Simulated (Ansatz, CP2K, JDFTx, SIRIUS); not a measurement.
# One calculation of Zr, 4 ways

```
Zr
1.0
     3.23200    0.00000    0.00000
    -1.61600    2.79899    0.00000
     0.00000    0.00000    5.14700
Zr
2
Direct
  0.66667 0.33333 0.75000
  0.33333 0.66667 0.25000
```

Alike in all runs: task single point; functional PBEsol; k mesh 9 × 9 × 5; occupations fermi-dirac, width 0.05 eV; no spin polarisation; no spin-orbit coupling. Pressure is positive in compression and, in plane waves, holds the error of the finite cutoff.

```csv
program and potentials,plane-wave cutoff (eV),notes,pressure (GPa)
"CP2K, POTENTIAL_UZH Zr GTH-PBE-q12; TZVP-MOLOPT-PBE-GTH basis",-,atomic basis; potentials made for PBE,-2.38
"Ansatz, all-electron LAPW, scalar-relativistic",-,-,-3.26
"SIRIUS, PseudoDojo 0.4.1 PBE standard (scalar relativistic)",915,potentials made for PBE,-3.15
"JDFTx, PseudoDojo-SR-PBEsol-0.4.1-standard with smoothed tails",898,-,-3.21
```

The pressure spans -3.26 (Ansatz, all-electron LAPW, scalar-relativistic) to -2.38 GPa (CP2K, POTENTIAL_UZH Zr GTH-PBE-q12; TZVP-MOLOPT-PBE-GTH basis), with all-electron results at -3.26. Rows in atomic bases carry the error of their basis and grid, which can be large.

The functional is the same throughout but for its coding, so the spread measures potentials, basis and numerics; runs on potential files found faulty are left out.
